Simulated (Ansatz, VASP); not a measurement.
## Two plane-wave programs on Co

```xyz
4
Lattice="2.4145 0.0000 0.0000 -1.2072 2.0910 0.0000 0.0000 0.0000 7.8594" Properties=species:S:1:pos:R:3 pbc="T T T"
Co    1.2072    2.0910    7.8594
Co    1.2072    2.0910    3.9297
Co    0.0000    1.3940    1.9649
Co    1.2072    0.6970    5.8946
```

Alike in both runs: functional PBEsol; k mesh 14 × 14 × 4; occupations fermi-dirac, width 0.1 eV; no spin polarisation.

Ansatz relaxed the structure, and its values are those at the end. VASP's run is a single point on that final structure, the one shown.

```csv
,VASP,Ansatz
version,VASP 6.6.1,Ansatz 0.2.0
potentials or method,"VASP PAW PBE potentials, release 64 (Co)","plane waves (420 eV) with PAW, scalar-relativistic"
plane-wave cutoff (eV),520,420
valence electrons in the cell,36,68
```

VASP gave:

```
pressure (GPa) : -1.1
```

Task: Which values does Ansatz return?

Result: Pressure (GPa): 0.0.

The two sets of potentials don't hold the same shells in valence. Ansatz warned: «pseudo_functional_mismatch».

Caveats: the PAW data sets were made with another functional, which shifts forces and pressure a little (VASP); the run has no spin polarisation, though such a crystal can be magnetic. Spin polarisation is off, so any magnetic state and its effect on volume and gap are missing.
